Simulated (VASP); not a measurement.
Here is a VASP 6.6.1 calculation.

File INCAR:

```
  ALGO = Normal
  EDIFF = 1E-7
  ENCUT = 520
  GGA = RP
  ISIF = 2
  ISMEAR = 0
  LASPH = T
  LCHARG = F
  LREAL = F
  LWAVE = F
  NELM = 100
  PREC = Accurate
  SIGMA = 0.1
```

KPOINTS

```
k-points
0
Gamma
  7 7 7
```

Contents of POSCAR:

```
TePb
1.0
    0.0000000000      3.2310000000      3.2310000000
    3.2310000000      0.0000000000      3.2310000000
    3.2310000000      3.2310000000      0.0000000000
Pb Te
1 1
Cartesian
    0.0000000000      0.0000000000      0.0000000000
    3.2310000000      3.2310000000      3.2310000000
```

Potentials or basis: VASP PAW PBE potentials, release 64 (Pb_d, Te).

Launch:

```console
$ cat potpaw_PBE.64/Pb_d/POTCAR potpaw_PBE.64/Te/POTCAR > POTCAR
$ mpirun -np 1 vasp_std > vasp.out
```

(1) What does it give for the pressure?

Results:

(1) 3.6 GPa.

Caveat: the PAW data sets were made with another functional, which shifts forces and pressure a little.
